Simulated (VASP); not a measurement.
From an Ansatz input to VASP: AlN (strained wurtzite)

Ansatz input

```yaml
crystal:
  lattice:
    - [3.1066937602, 0.0, 0.0]
    - [-1.5533468801, 2.6904757181, 0.0]
    - [0.0, 0.0, 4.8790197209]
  atoms:
    - { symbol: Al, position: [0.3333333333, 0.6666666667, -0.0053683633] }
    - { symbol: Al, position: [0.6666666667, 0.3333333333, 0.4946316367] }
    - { symbol: "N", position: [0.3333333333, 0.6666666667, 0.3803683633] }
    - { symbol: "N", position: [0.6666666667, 0.3333333333, 0.8803683633] }
kpoints:
  mp_grid: { grid: [12, 12, 6] }
  band_path:
    path:
      - [0.0, 0.0, 0.0]
      - [0.5, 0.0, 0.0]
      - [0.3333333333, 0.3333333333, 0.0]
      - [0.0, 0.0, 0.5]
      - [0.5, 0.0, 0.5]
      - [0.3333333333, 0.3333333333, 0.5]
    npoints: 1
hamiltonian:
  xc: r2scan
scf:
  occupations: { method: fixed }
  n_extra_bands: 5
output:
  forces: true
  stress: true
  eigenvalues: true
```

Write VASP inputs for this cell and level of theory.



INCAR

```
PREC = Accurate
NELM = 120
ISMEAR = 0
ALGO = Normal
LCHARG = .FALSE.
SIGMA = 0.01
NBANDS = 16
METAGGA = R2SCAN
IBRION = -1
ISIF = 2
LREAL = .FALSE.
LASPH = .TRUE.
LWAVE = .FALSE.
EDIFF = 1E-7
NSW = 0
ENCUT = 520
```

KPOINTS

```
KPOINTS created by Atomic Simulation Environment
0
Gamma
12 12 6
0 0 0
```

KPOINTS_OPT

```
special points
6
Reciprocal
0.0000000000 0.0000000000 0.0000000000 1
0.5000000000 0.0000000000 0.0000000000 1
0.3333333333 0.3333333333 0.0000000000 1
0.0000000000 0.0000000000 0.5000000000 1
0.5000000000 0.0000000000 0.5000000000 1
0.3333333333 0.3333333333 0.5000000000 1
```

POSCAR

```
Al N
 1.0000000000000000
     3.1066937601931870    0.0000000000000000    0.0000000000000000
    -1.5533468800965935    2.6904757181059007    0.0000000000000000
     0.0000000000000000    0.0000000000000000    4.8790197208999997
 Al  N
   2   2
Cartesian
  0.0000000000000001  1.7936504787372674 -0.0261923503585143
  1.5533468800965939  0.8968252393686337  2.4133175100914861
  0.0000000000000001  1.7936504787372674  1.8558247456960146
  1.5533468800965939  0.8968252393686337  4.2953346061460147
```

VASP ran with the recommended PBE PAW datasets (16 valence electrons in the cell). Other inputs would serve too.

```
                            Ansatz     VASP
gap between bands v and c  4.94 eV  4.99 eV
         least direct gap  4.94 eV  4.99 eV
                 pressure  4.1 GPa  3.7 GPa
```

Each program uses its own PAW datasets. VASP's cell holds 16 valence electrons and Ansatz's 16. Ansatz's stress includes a Pulay correction; VASP's doesn't.
